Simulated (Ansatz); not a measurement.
## FeO under changes of volume

One of the cells (10.695 Å³/atom); the others are scaled copies at fixed shape and fractional positions:

```xyz
2
Lattice="-1.6021 1.6021 2.0834 1.6021 -1.6021 2.0834 1.6021 1.6021 -2.0834" Properties=species:S:1:pos:R:3 pbc="T T T"
Fe    0.0000    0.0000    0.0000
O     0.0000    0.0000    2.0834
```

The cell comes from a database or a generator and needn't be the stable form of this composition.

```yaml
Program: Ansatz 0.2.0
Functional: PBEsol
Potentials_or_basis: Ansatz PAW
Cutoff: "420 eV (not typed: the program's choice for these potentials)"
k_mesh: 12 × 12 × 12
Occupations: fermi-dirac, width 0.05 eV
Spin: collinear spin, ferromagnetic start
Starting_moments: "[3.0, 0.0] μB"
```

| volume (Å³/atom) | energy over the lowest point (meV/atom) | pressure (GPa) |
| --- | --- | --- |
| 10.053 | 0.00 | -7.0 |
| 10.267 | ? | ? |
| 10.481 | 27.72 | -13.4 |
| 10.695 | 47.62 | -16.1 |
| 10.909 | 70.93 | -18.5 |
| 11.123 | 97.22 | -20.6 |
| 11.337 | 126.08 | -22.4 |

Q: What does the run at 10.267 Å³/atom give?

A: Energy over the lowest point 11.69 meV/atom; pressure -10.4 GPa.

Worked out: A Birch-Murnaghan fit of order 3 (a polynomial in V^(-2/3)) to the other rows has no minimum within the range. It gives 11.66 meV/atom at 10.267 Å³/atom, against the run's 11.69, and -dE/dV = -10.4 GPa, against -10.4.

Energies are extrapolated to zero smearing.

Caveats: a cell with one magnetic atom can't hold antiferromagnetic order, which such compounds often take; the PAW data sets come from PBE, with cores solved anew for the run's functional, which leaves a small shift of forces and pressure.
